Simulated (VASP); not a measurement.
# BeTe: single point with PBE

Crystal: BeTe.

```
Be Te
1.0
     0.00000    2.83187    2.83187
     2.83187    0.00000    2.83187
     2.83187    2.83187    0.00000
Be Te
1 1
Direct
  0.00000 0.00000 0.00000
  0.25000 0.25000 0.25000
```

```json
{"Program": "VASP 6.6.1", "Task": "single point", "Functional": "PBE", "Potentials or basis": "VASP PAW PBE potentials, release 64 (Be, Te)", "Cutoff": "520 eV", "k mesh": "8 × 8 × 8", "Occupations": "fermi-dirac, width 0.02 eV", "Spin": "no spin polarisation"}
```

The pressure is 0.1 GPa and the band gap on the k mesh is 2.01 eV, indirect (least direct gap 3.62 eV).

Levels at points of the mesh, in eV from the valence-band top:
| k point | band 2 | band 3 | band 4 | band 5 | band 6 | band 7 |
| --- | --- | --- | --- | --- | --- | --- |
| (0.00, 0.00, 0.00) | 0.00 | 0.00 | 0.00 | 3.62 | 3.62 | 3.62 |
| (0.50, 0.00, 0.00) | -5.43 | -1.10 | -1.10 | 3.03 | 4.60 | 4.60 |
| (0.50, 0.50, 0.00) | -5.03 | -2.58 | -2.58 | 2.01 | 2.69 | 9.60 |

It used 12 s of CPU time on 1 thread of Intel(R) Xeon(R) Platinum 8488C (Sapphire Rapids), with other jobs on the host, which was overloaded at the time.

Caveat: spin-orbit coupling is left out, which moves the levels of the heavy elements. Expect the measured gap to be larger: semilocal functionals such as PBE lack the derivative discontinuity.
